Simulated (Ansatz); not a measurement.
# ZnSe: a tetragonal deformation path

An exercise on one series of results from a longer session: the logs are not shown, and one member is left open.

Program: Ansatz 0.2.0. Level of theory: DFT r2SCAN, scalar-relativistic, plane waves, PAW. These are calculated values, not measurements.

## The starting structure

It takes space group F-43m (No. 216, cubic). The conventional cell has a = 5.668 Å, b = 5.668 Å, c = 5.668 Å, α = 90.00°, β = 90.00°, γ = 90.00°. Zn (site symmetry -43m) has 4 Se at 2.45 Å in its first shell of neighbours. Around Se (site symmetry -43m) lie 4 Zn at 2.45 Å.

Structure file:

```
CELL_PARAMETERS angstrom
0.00000 2.83380 2.83380
2.83380 0.00000 2.83380
2.83380 2.83380 0.00000
ATOMIC_POSITIONS crystal
Zn 0.00000 0.00000 0.00000
Se 0.75000 0.75000 0.75000
```

No relaxation comes first: the listed cell is the starting point.

## Zero of energy

Reference values: F = -8805.4990 eV; pressure -0.08 GPa; largest force 0.000 eV/Å; gap on the mesh 1.86 eV. It was computed beforehand with the settings of the runs below.

The first run:

At fixed volume and fractional coordinates, lengths along (0.000, 0.000, 1.000) are scaled against those across it; ρ is that ratio over its starting value.

File input.yaml:

```yaml
crystal:
  lattice:
    - [0.0, 3.1809930826, 2.2489621094]
    - [3.1809930826, 0.0, 2.2489621094]
    - [3.1809930826, 3.1809930826, 0.0]
  atoms:
    - { symbol: Zn, position: [0.0, 0.0, 0.0] }
    - { symbol: Se, position: [0.75, 0.75, 0.75] }
basis:
  ecutwfc: 500
kpoints:
  mp_grid: { grid: [10, 10, 10] }
hamiltonian:
  xc: r2scan
scf:
  occupations: { method: gaussian, width: 0.05 }
output:
  forces: true
  stress: true
  eigenvalues: true
```

The run is started by

```console
> ansatz run input.yaml --threads 1 --pin off --max-ram 2560MiB --backend cpu --events-out ev --progress --plain --runs-dir out
```

Steps of the session up to this table: Point ρ = 0.707; At ρ = 1.414; ρ = 0.850; ρ = 1.200; ρ = 0.780; At ρ = 1.300; At ρ = 0.920; Point ρ = 1.100; ρ = 0.650; ρ = 1.500; Point ρ = 0.960; At ρ = 1.050.

One of the session's tables, all rows but one given; the rest of the session is left out.

It belongs to the step «The scan collected». Collected from the runs (energy zero: the undisturbed cell):

| ρ | ΔE (meV/atom) | pressure (GPa) | gap on the mesh (eV) |
| --- | --- | --- | --- |
| 0.650 | 208.0 | -3.8 | 0.70 |
| 0.707 | 141.2 | -2.6 | 1.04 |
| 0.780 | 79.4 | -1.4 | 1.31 |
| 0.850 | ? | ? | ? |
| 0.920 | 11.0 | -0.2 | 1.67 |
| 0.960 | 2.8 | -0.1 | 1.76 |
| 1.000 | 0.0 | -0.1 | 1.86 |
| 1.050 | 4.5 | -0.1 | 1.79 |
| 1.100 | 18.2 | -0.2 | 1.68 |
| 1.200 | 74.0 | -0.6 | 1.36 |
| 1.300 | 167.9 | -1.0 | 0.87 |
| 1.414 | 319.0 | -1.4 | 0.11 |
| 1.500 | 460.1 | -1.5 | 0.00 |

Estimate the missing values for ρ = 0.850.

Worked estimate for «ΔE (meV/atom)». A straight line through the neighbours (0.780, 79.4) and (0.920, 11.0) gives 79.4 + (11.0 − 79.4) × (0.850 − 0.780) / (0.920 − 0.780) = 45.2; a parabola fitted to 4 rows on both sides gives 37.1.

As computed: ΔE (meV/atom): 37.6; pressure (GPa): -0.6; gap on the mesh (eV): 1.50. In «ΔE (meV/atom)» the line misses by +7.6 and the parabola by -0.5.

Where the gap reads zero, the mesh chosen for the insulator is on the coarse side.

Limits of these values: Spin polarisation is off in the runs that give these values; a magnetic solution could lie lower.
